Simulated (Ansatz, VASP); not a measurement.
## Two plane-wave programs on Ag

```
Ag
1.0
     0.00000    2.12732    2.12732
     2.12732    0.00000    2.12732
     2.12732    2.12732    0.00000
Ag
1
Direct
  0.00000 0.00000 0.00000
```

Alike in both runs: task single point; functional PBE; k mesh 21 × 21 × 21; occupations fermi-dirac, width 0.1 eV; no spin polarisation.

```csv
,VASP,Ansatz
version,VASP 6.6.1,Ansatz 0.2.0
potentials or method,"VASP PAW PBE potentials, release 64 (Ag)","plane waves (420 eV) with PAW, scalar-relativistic"
plane-wave cutoff (eV),520,420
valence electrons in the cell,11,19
```

```tsv
	VASP	Ansatz	Ansatz less VASP
pressure (GPa)	-5.6	-5.5	+0.05
```

The functional is the same, so the differences come from potentials, cutoffs and numerics. The two sets of potentials don't hold the same shells in valence.
